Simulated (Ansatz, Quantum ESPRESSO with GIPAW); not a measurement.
# From a field gradient to a quadrupolar line: 17O in Y2CN2O2

A plane-wave PAW calculation (PBEsol, Ansatz) gives this electric field gradient, in 10²¹ V/m² and Cartesian axes, at one O site of Y2CN2O2 (atom 5; bound to Y4; site symmetry 3m):

```
      0.2895        0.0000        0.0000
      0.0000        0.2895        0.0000
      0.0000        0.0000       -0.5791
```

17O has spin 5/2, Q = -0.02558 barn and |γ|/2π = 5.7742 MHz/T. The cell is the P6_3/mmc form of a database entry, atoms relaxed, static and at 0 K. 

**Task.** Find C_Q, η_Q and ν_Q, and the shift and width of the central transition under fast MAS at 11.7 T and 14.1 T.

1. The tensor is symmetric and traceless. Its eigenvalues, ordered by size, are V_xx = 0.2895, V_yy = 0.2895 and V_zz = -0.5791.

2. η_Q = (V_xx − V_yy)/V_zz = 0.000.

3. C_Q = eQV_zz/h. One unit of 10²¹ V/m² with one barn gives 24.18 MHz, so C_Q = 24.18 × −0.02558 × −0.5791 = 0.358 MHz. A spectrum shows its size, not its sign.

4. ν_Q = 3C_Q/[2I(2I−1)] = 0.054 MHz in size, and P_Q = |C_Q|√(1 + η²/3) = 0.358 MHz.

5. The resonances lie at ν0 = 67.56 and 81.42 MHz, so ν_Q/ν0 is 0.001 at most and second order holds. The centre of gravity moves by δ_Q = −(3/40)(P_Q/ν0)² F × 10⁶ ppm, with F = [I(I+1) − 3/4]/[I²(2I−1)²] = 0.08: -0.169 ppm at 11.7 T and -0.116 ppm at 14.1 T.

6. Summing the second-order term over orientations gives a full width of 0.361 ppm (0.024 kHz) and 0.249 ppm (0.020 kHz). In ppm both fall as 1/B²: (11.7/14.1)² = 0.689. The spinning rate must pass the static width for this shape to show cleanly.

[Banner, clock, file and message-heading lines were taken out of the pw.x and gipaw.x logs.]

[Logs are printed without paths, hosts, clocks, repeated set-up lines and the standing remarks that a program may print on its own settings, such as how far it seeks lower states.]

[Hosts, paths, dates, database ids (printed as entryN), source tags and the programs' standing remarks are cut or masked in the printed files.]
